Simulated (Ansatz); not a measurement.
We consider zinc-blende AlSb, described by B3LYP (VWN-RPA form) (PAW; Ansatz, a quantum-chemistry and plane-wave program).

Run with plane-wave cutoff 460 eV, 8×8×8 k mesh, Fermi–Dirac smearing 0.01 eV, scalar-relativistic PAW data made under PBE.

Properties against volume:

```json
[
 {"V (Å³/atom)": "28.782", "P (GPa)": "3.03", "direct gap at Γ (eV)": "2.693"},
 {"V (Å³/atom)": "29.323", "P (GPa)": "1.90", "direct gap at Γ (eV)": "2.524"},
 {"V (Å³/atom)": "30.297", "P (GPa)": "0.12", "direct gap at Γ (eV)": "2.231"},
 {"V (Å³/atom)": "31.055", "P (GPa)": "-1.07", "direct gap at Γ (eV)": "2.013"},
 {"V (Å³/atom)": "31.812", "P (GPa)": "-2.10", "direct gap at Γ (eV)": "1.804"}
]
```

A straight line through the gaps at Γ against ln V gives a volume deformation potential dE_g(Γ)/d ln V of -8.9 eV: the gap at Γ widens under compression.

Measured, for comparison: band gap 1.73 eV (zero-point renormalisation of 35 meV (experimental, the table's column) added back here, indirect; inputs from Miglio et al. (2020), arXiv:2011.12765).

Spin–orbit coupling is not included; with these elements it can move the gap by several tenths of an eV or more.
